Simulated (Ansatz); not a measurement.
# How AlN (F-43m) stiffens under pressure

```
Al N
1.0
     0.00000    2.18868    2.18868
     2.18868    0.00000    2.18868
     2.18868    2.18868    0.00000
Al N
1 1
Direct
  0.00000 0.00000 0.00000
  0.25000 0.25000 0.25000
```

This is the zero-pressure cell. At each pressure cell and atoms are relaxed in this structure, and the constants are slopes of the stress at strains of ±0.005 with relaxed ions (the coefficients that govern stability under load). Level: PBEsol, PAW on Ansatz 0.2.0's default frozen-core files (fitted under PBE), scalar-relativistic; k mesh 10×10×10, strains of ±0.005, fixed occupations, cutoff 420 eV. P is the pressure of the relaxed cell, less that of this one.

```
P (GPa)    V/V₀  C11 (GPa)  C12 (GPa)  C44 (GPa)
   0.00  1.0000      286.3      157.8      178.9
   0.93  0.9954      289.4      161.3      179.6
   1.91  0.9907      292.6      165.2      180.7
   3.96  0.9811      299.8      173.4      182.5
   6.95       ?          ?          ?          ?
   9.95  0.9556      320.3      197.4      187.2
  14.95  0.9364      335.7      216.5      189.7
```

Question: Does the bulk modulus from the constants agree with the pressure-volume curve?

Answer: A third-order Birch-Murnaghan fit to the volumes shown (F against f, f = [(V₀/V)^(2/3) − 1]/2) gives B₀ = 200.5 GPa and B′ = 3.9. Its −V dP/dV stands beside (C11 + 2C12)/3:

| P (GPa) | from P(V) | from the constants |
| --- | --- | --- |
| 0.00 | 200.5 | 200.6 |
| 0.93 | 204.1 | 204.0 |
| 1.91 | 207.8 | 207.7 |
| 3.96 | 215.6 | 215.5 |
| 9.95 | 238.1 | 238.4 |
| 14.95 | 256.4 | 256.2 |

Question: What are the pressure derivatives at zero pressure?

Answer: Slopes at V₀ of quadratic fits in −ln(V/V₀) through the first four rows shown, divided by B₀: dC11/dP = 3.2, dC12/dP = 3.8, dC44/dP = 0.9. The mean slopes up to 1.9 GPa are 3.3, 3.9, 0.9; curvature and scatter of the constants part the two. The combination (dC11/dP + 2 dC12/dP)/3 = 3.6 stands against B′.

Question: Fill the row at 6.95 GPa.

Answer: Cubic fits in −ln(V/V₀) through all rows shown give C11 = 310.1, C12 = 185.5, C44 = 185.0 GPa. Computed: V/V₀ = 0.9679, C11 (GPa) = 310.4, C12 (GPa) = 185.5, C44 (GPa) = 185.1.

Question: Does a shear stiffness soften?

Answer: C44 goes from 178.9 to 189.7 GPa; (C11 − C12)/2 goes from 64.3 to 59.6 GPa. (C11 − C12)/2 softens under pressure, though the lattice stays mechanically stable over this range.

Limits of these numbers: this zinc-blende form is metastable at ambient conditions; no other phase was computed; many crystals of this kind change structure within this range, and rows or crossings beyond such a change describe a metastable lattice; frozen-core PAW files fitted under PBE, their cores solved anew for the functional of the run; constants at zero field, no piezoelectric stiffening; phonons weren't checked at these pressures.
